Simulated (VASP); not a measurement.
Input of a VASP 6.6.1 run:

The input INCAR:

```
ALGO = Fast
EDIFF = 1E-6
ENCUT = 520
GGA = PE
ISIF = 2
ISMEAR = -1
IVDW = 13
LASPH = True
LCHARG = False
LREAL = False
LWAVE = False
NELM = 60
PREC = Accurate
SIGMA = 0.05
```

KPOINTS

```
k-points
0
Gamma
  16 16 4
```

POSCAR

```
C
1.0
    2.4610000000      0.0000000000      0.0000000000
   -1.2305000000      2.1312885187      0.0000000000
    0.0000000000      0.0000000000      6.1713600000
C
4
Direct
    0.0000000000      0.0000000000      0.2500000000
    0.3333333333      0.6666666667      0.2500000000
    0.0000000000      0.0000000000      0.7500000000
    0.6666666667      0.3333333333      0.7500000000
```

Potentials or basis: VASP PAW PBE potentials, release 64 (C).

Run with:

```console
$ cat potpaw_PBE.64/C/POTCAR > POTCAR
$ mpirun -np 1 vasp_std > vasp.out
```

Task: Predict the dispersion energy per atom.

Result: -0.194 eV.

Task: Predict the band gap on the k mesh.

Result: 0.28 eV, direct.

Stress tensor (GPa, compression positive):
```
-0.56  0.00  0.00
 0.00 -0.56  0.00
 0.00  0.00  4.45
```

A k mesh can miss the band edges.
